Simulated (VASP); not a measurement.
# BaO (Fm-3m) in VASP: elastic constants with PBE

Aim: the elastic constants of BaO with PBE.

Everything below comes from runs of VASP 6.6.1. Logs are shortened: lines on timing, memory, paths and dates and some standing lists are left out, and cuts for length are marked.

### Step 1. The structure

The structure is cubic, space group Fm-3m (No. 225). The conventional cell has a = 5.581 Å, b = 5.581 Å, c = 5.581 Å, α = 90.00°, β = 90.00°, γ = 90.00°. Ba (site symmetry m-3m) has 6 O at 2.79 Å as nearest neighbours. O (site symmetry m-3m) has 6 Ba at 2.79 Å as nearest neighbours.

The cell is a database's computed one.

### Step 2. Elastic constants, PBE

Contents of POSCAR:

```
BaO
1.0
    0.0000000000      2.7903917100      2.7903917100
    2.7903917100      0.0000000000      2.7903917100
    2.7903917100      2.7903917100      0.0000000000
Ba O
1 1
Direct
    0.0000000000      0.0000000000      0.0000000000
    0.5000000000      0.5000000000      0.5000000000
```

Contents of INCAR.step1:

```
PREC = Accurate ; ENCUT = 600
EDIFF = 1E-8 ; ISMEAR = 0
SIGMA = 0.02 ; LREAL = F
LASPH = T ; NELM = 100
ALGO = Fast ; ISIF = 3
LWAVE = F ; LCHARG = F
GGA = PE ; IBRION = 2
NSW = 40 ; EDIFFG = -0.002
```

Contents of INCAR.step2:

```
PREC = Accurate ; ENCUT = 600
EDIFF = 1E-8 ; ISMEAR = 0
SIGMA = 0.02 ; LREAL = F
LASPH = T ; NELM = 100
ALGO = Fast ; ISIF = 3
LWAVE = F ; LCHARG = F
GGA = PE ; IBRION = 6
NFREE = 2 ; POTIM = 0.015
NSW = 1
```

Contents of KPOINTS:

```
regular mesh
0
Gamma
  8 8 8
```

Potentials or basis: VASP PAW PBE potentials, release 64 (Ba_sv, O).

Launch:

```console
$ cat potpaw_PBE.64/Ba_sv/POTCAR potpaw_PBE.64/O/POTCAR > POTCAR
$ cp INCAR.step1 INCAR
$ mpirun -np 1 vasp_std > vasp.out
$ cp CONTCAR POSCAR
$ cp INCAR.step2 INCAR
$ mpirun -np 1 vasp_std > vasp.out
```

OUTCAR:

```text
PREC = Accurate
   ENCUT = 600
   EDIFF = 1E-8
   ISMEAR = 0
   LREAL = F
   LASPH = T
   NELM = 100
   ISIF = 3
   GGA = PE
   IBRION = 6
   NFREE = 2
   POTIM = 0.015
   NSW = 1

 ion  position               nearest neighbor table
   1  0.000  0.000  0.000-   2 2.81   2 2.81   2 2.81   2 2.81   2 2.81   2 2.81
   2  0.500  0.500  0.500-   1 2.81   1 2.81   1 2.81   1 2.81   1 2.81   1 2.81

  LATTYP: Found a face centered cubic cell.
 ALAT       =     5.6128766814

  Lattice vectors:

 A1 = (   0.0000000000,   2.8064383407,   2.8064383407)
 A2 = (   2.8064383407,   0.0000000000,   2.8064383407)
 A3 = (   2.8064383407,   2.8064383407,   0.0000000000)

Analysis of symmetry for initial positions (statically):
=====================================================================
 Subroutine PRICEL returns:
 Original cell was already a primitive cell.

 Routine SETGRP: Setting up the symmetry group for a
 face centered cubic supercell.

 Subroutine GETGRP returns: Found 48 space group operations
 (whereof 48 operations were pure point group operations)
 out of a pool of 48 trial point group operations.

The static configuration has the point symmetry O_h .

Analysis of symmetry for dynamics (positions and initial velocities):
=====================================================================
 Subroutine PRICEL returns:
 Original cell was already a primitive cell.

 Routine SETGRP: Setting up the symmetry group for a
 face centered cubic supercell.

 Subroutine GETGRP returns: Found 48 space group operations
 (whereof 48 operations were pure point group operations)
 out of a pool of 48 trial point group operations.

The dynamic configuration has the point symmetry O_h .

 Subroutine INISYM returns: Found 48 space group operations
 (whereof 48 operations are pure point group operations),
 and found     1 'primitive' translations

----------------------------------------------------------------------------------------

[... 690 lines left out ...]
      1     -24.0646      2.00000
      2     -13.7762      2.00000
      3      -9.4575      2.00000
      4      -9.4418      2.00000
      5      -9.0025      2.00000
      6       0.2196      2.00000
      7       0.7750      2.00000
      8       0.8472      2.00000
      9       6.4304      0.00000
     10       7.0215      0.00000
     11       9.2278      0.00000
     12       9.3232      0.00000

 [... further k-points ...]
[... 5 lines left out ...]
  --------------------------------------------------------------------------------------
  -------------------------------------------------------------------------------------
  Total        0.0010912     -0.0023895     -0.0023895      0.0000000      0.0000000      0.0000000
  in kB        0.0395460     -0.0865988     -0.0865988      0.0000000      0.0000000      0.0000000
  external PRESSURE =      -0.0445506 kB  Pullay stress =       0.0000000 kB
[... 17 lines left out ...]
  FREE ENERGIE OF THE ION-ELECTRON SYSTEM (eV)
  ---------------------------------------------------
  free  energy   TOTEN  =       -11.8115191383 eV

  energy  without entropy=      -11.8115191383  energy(sigma->0) =      -11.81151914

 INTERNAL STRAIN TENSORS FROM STRAINED CELLS
 ============================================

 INTERNAL STRAIN TENSOR FOR ION    1 for displacements in x,y,z  (eV/Angst):
          X           Y           Z          XY          YZ          ZX
  --------------------------------------------------------------------------------
  x     0.00000    -0.00000    -0.00000     0.00000     0.00000    -0.00000
  y     0.00000     0.00000     0.00000    -0.00000     0.00000     0.00000
  z     0.00000    -0.00000     0.00000     0.00000    -0.00000    -0.00000

 INTERNAL STRAIN TENSORS FROM DISPLACED ATOMS
 ============================================

 INTERNAL STRAIN TENSOR FOR ION    1 for displacements in x,y,z  (eV/Angst):
          X           Y           Z          XY          YZ          ZX
  --------------------------------------------------------------------------------
  x     0.00000     0.00000     0.00000     0.00000     0.00000     0.00000
  y     0.00000     0.00000     0.00000     0.00000     0.00000     0.00000
  z     0.00000     0.00000     0.00000     0.00000     0.00000     0.00000

 INTERNAL STRAIN TENSOR FOR ION    2 for displacements in x,y,z  (eV/Angst):
          X           Y           Z          XY          YZ          ZX
  --------------------------------------------------------------------------------
  x     0.00000     0.00000     0.00000     0.00000     0.00000     0.00000
  y     0.00000     0.00000     0.00000     0.00000     0.00000     0.00000
  z     0.00000     0.00000     0.00000     0.00000     0.00000     0.00000

 Eigenvectors and eigenvalues of the dynamical matrix
 ----------------------------------------------------

   1 f  =    2.833475 THz    17.803247 2PiTHz   94.514543 cm-1    11.718305 meV
             X         Y         Z           dx          dy          dz
      0.000000  0.000000  0.000000    -0.286874   -0.134540    0.000000
      2.806438  2.806438  2.806438     0.858726    0.402731    0.000000
[... 21 lines left out ...]
   6 f/i=    0.018484 THz     0.116138 2PiTHz    0.616557 cm-1     0.076443 meV
             X         Y         Z           dx          dy          dz
      0.000000  0.000000  0.000000     0.544605   -0.686593   -0.362765
      2.806438  2.806438  2.806438     0.181935   -0.229369   -0.121188

--------------------------------------------------------------------------------------------------------

 ELASTIC MODULI CONTR FROM IONIC RELAXATION (kBar)
 Direction    XX          YY          ZZ          XY          YZ          ZX
 --------------------------------------------------------------------------------
 XX           0.0000      0.0000      0.0000      0.0000      0.0000      0.0000
 YY           0.0000      0.0000      0.0000      0.0000      0.0000      0.0000
 ZZ           0.0000      0.0000      0.0000      0.0000      0.0000      0.0000
 XY           0.0000      0.0000      0.0000      0.0000      0.0000      0.0000
 YZ           0.0000      0.0000      0.0000      0.0000      0.0000      0.0000
 ZX           0.0000      0.0000      0.0000      0.0000      0.0000      0.0000
 --------------------------------------------------------------------------------

 TOTAL ELASTIC MODULI (kBar)
 Direction    XX          YY          ZZ          XY          YZ          ZX
 --------------------------------------------------------------------------------
 XX        1212.2096    417.2929    417.2929     -0.0000     -0.0000      0.0000
 YY         417.2929   1212.2096    417.2929     -0.0000      0.0000     -0.0000
 ZZ         417.2929    417.2929   1212.2096     -0.0000     -0.0000      0.0000
 XY          -0.0000     -0.0000     -0.0000    363.3288     -0.0000      0.0000
 YZ          -0.0000      0.0000     -0.0000     -0.0000    363.3288      0.0000
 ZX           0.0000     -0.0000      0.0000      0.0000      0.0000    363.3288
 --------------------------------------------------------------------------------
```

OUTCAR.step1:

```text
PREC = Accurate
   ENCUT = 600
   EDIFF = 1E-8
   ISMEAR = 0
   LREAL = F
   LASPH = T
   NELM = 100
   ISIF = 3
[... 652 lines left out ...]
  -------------------------------------------------------------------------------------
  Total        0.0004068      0.0004068      0.0004068      0.0000000     -0.0000000     -0.0000000
  in kB        0.0147429      0.0147429      0.0147429      0.0000000     -0.0000000     -0.0000000
  external PRESSURE =       0.0147429 kB  Pullay stress =       0.0000000 kB
[... 17 lines left out ...]
  FREE ENERGIE OF THE ION-ELECTRON SYSTEM (eV)
  ---------------------------------------------------
  free  energy   TOTEN  =       -11.8108509823 eV

  energy  without entropy=      -11.8108509823  energy(sigma->0) =      -11.81085098

 reached required accuracy - stopping structural energy minimisation
```

Wall time 18 min (1 thread of Intel Xeon Platinum 8375C at 2.90GHz (Ice Lake), shared host); peak memory 0.34 GiB.

What came out:

| Property | Result |
| --- | --- |
| Relaxed volume | 22.10 Å³/atom |
| Relaxed cell | a = 3.969 Å, b = 3.969 Å, c = 3.969 Å, α = 60.00°, β = 60.00°, γ = 60.00° |
| Space group after relaxing (to 0.05 Å) | Fm-3m (No. 225) |
| Elastic constants C11, C12, C44 | 121, 42, 36 GPa |
| Voigt bulk modulus | 68 GPa |
| Highest phonon frequency at Γ, LO-TO splitting left out | 95 cm⁻¹ |

The path:
```tsv
step	energy change (eV)	largest force (eV/Å)	pressure (GPa)	volume (Å³)
1	0.0000	0.0000	1.22	43.45
2	-0.0024	0.0000	-0.44	44.50
3	-0.0028	0.0000	0.00	44.21
```

Final structure:
```
Ba O
1.0
     0.00000    2.80644    2.80644
     2.80644    0.00000    2.80644
     2.80644    2.80644    0.00000
Ba O
1 1
Direct
  0.00000 0.00000 0.00000
  0.50000 0.50000 0.50000
```

Phonon frequencies in cm⁻¹ (negative: imaginary):
```tsv
q point	frequencies
(0.000, 0.000, 0.000)	-1 -1 -1 95 95 95
```

Elastic tensor in Voigt notation (GPa, in the Cartesian axes of the cell as first typed):
```
121  42  42   0   0   0
 42 121  42   0   0   0
 42  42 121   0   0   0
  0   0   0  36   0   0
  0   0   0   0  36   0
  0   0   0   0   0  36
```

Clamped-ion elastic tensor (GPa):
```
121  42  42   0   0   0
 42 121  42   0   0   0
 42  42 121   0   0   0
  0   0   0  36   0   0
  0   0   0   0  36   0
  0   0   0   0   0  36
```

Spin-orbit coupling is left out, which matters for the levels of Ba.
